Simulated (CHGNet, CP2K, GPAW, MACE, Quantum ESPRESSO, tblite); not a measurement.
**A faulty CP2K run on twisted Janus MoSSe bilayer, 38.21° (42 atoms)**

Program: CP2K 2026.2, a calculation on a cell of 14 Mo, 14 S and 14 Se, with vacuum.

The input, input.inp:

```
&GLOBAL
  PROJECT cell
  RUN_TYPE ENERGY_FORCE
  PRINT_LEVEL LOW
&END GLOBAL
&FORCE_EVAL
  METHOD QS
  &DFT
    BASIS_SET_FILE_NAME BASIS_MOLOPT
    POTENTIAL_FILE_NAME GTH_POTENTIALS
    &MGRID
      CUTOFF 600
      REL_CUTOFF 50
      NGRIDS 5
    &END MGRID
    &QS
      EPS_DEFAULT 1.0E-12
    &END QS
    &SCF
      SCF_GUESS ATOMIC
      EPS_SCF 1.0E-06
      MAX_SCF 25
      &OT
        MINIMIZER DIIS
        PRECONDITIONER FULL_ALL
        ENERGY_GAP 0.001
      &END OT
      &OUTER_SCF
        EPS_SCF 1.0E-06
        MAX_SCF 2
      &END OUTER_SCF
      &PRINT
        &RESTART OFF
        &END RESTART
      &END PRINT
    &END SCF
    &XC
      &XC_FUNCTIONAL PBE
      &END XC_FUNCTIONAL
    &END XC
    &PRINT
      &MULLIKEN ON
      &END MULLIKEN
      &HIRSHFELD ON
        SHAPE_FUNCTION DENSITY
      &END HIRSHFELD
      &MO_CUBES
        NHOMO 1
        NLUMO 4
        WRITE_CUBE F
      &END MO_CUBES
    &END PRINT
  &END DFT
  &SUBSYS
    &CELL
      A 8.51930 0.00000 0.00000
      B -4.25965 7.37793 0.00000
      C 0.00000 0.00000 23.69000
    &END CELL
    &COORD
      SCALED
      Mo 0.19115 0.24890 0.36734
      S 0.23121 0.04061 0.43094
      Se 0.24426 0.04961 0.29715
      Mo 0.33475 0.66524 0.36827
      S 0.38232 0.47576 0.43467
      Se 0.37834 0.47913 0.29801
      Mo 0.47855 0.09634 0.36879
      S 0.52956 0.92057 0.43396
      Se 0.52920 0.89870 0.29432
      Mo 0.62024 0.52528 0.37019
[... 28 atom lines left out ...]
      Se 0.80768 0.04680 0.56787
      Mo 0.89920 0.52836 0.63866
      S 0.95102 0.76298 0.70469
      Se 0.95096 0.75778 0.56693
    &END COORD
    &KIND Mo
      BASIS_SET cc-pVDZ
      POTENTIAL GTH-PBE-q14
    &END KIND
    &KIND S
      BASIS_SET DZVP-MOLOPT-SR-GTH-q6
      POTENTIAL GTH-PBE-q6
    &END KIND
    &KIND Se
      BASIS_SET DZVP-MOLOPT-SR-GTH-q6
      POTENTIAL GTH-PBE-q6
    &END KIND
  &END SUBSYS
  &PRINT
    &FORCES ON
    &END FORCES
  &END PRINT
&END FORCE_EVAL
```

Started as:

```bash
> OMP_NUM_THREADS=2 cp2k.psmp -i input.inp > output.txt
```

What it wrote:

```text
CP2K| version string:                                       CP2K version 2026.2
 CP2K| Input file name                                                 input.inp
 GLOBAL| Basis set file name                                        BASIS_MOLOPT
 GLOBAL| Potential file name                                      GTH_POTENTIALS
 GLOBAL| Run type                                                   ENERGY_FORCE
 GLOBAL| Total number of message passing processes                             1
 GLOBAL| Number of threads for this process                                    2
 *   ___                                                                       *
 *  /   \                                                                      *
 * [ABORT]                                                                     *
 *  \___/  The requested basis set <cc-pVDZ> for element <Mo> was not found in *
 *    |                     the basis set files <BASIS_MOLOPT>                 *
 *  O/|                                                                        *
 * /| |                                                                        *
```

Run time: 0.6 s. Hardware: 2 threads of Arm Neoverse V1, shared host; peak memory 0.14 GiB.

Banners, paths, timers and routine set-up lines are dropped from the logs unmarked, and long logs keep their key lines alone; longer cuts are marked.

**Question.** Which part of the input is at fault, and how is it mended?

A basis that the file lacks: basis cc-pVDZ for Mo. Mend: name a basis that the basis file holds for this element.

The program stopped at the start.

[Also dropped from logs without a mark: logging warnings of Python, and SIESTA's first energy breakdown and zero terms.]

[Logs are printed without paths, hosts, clocks, repeated set-up lines and the standing remarks that a program may print on its own settings, such as how far it seeks lower states.]

[Hosts, paths, dates, database ids (printed as entryN), source tags and the programs' standing remarks are cut or masked in the printed files.]
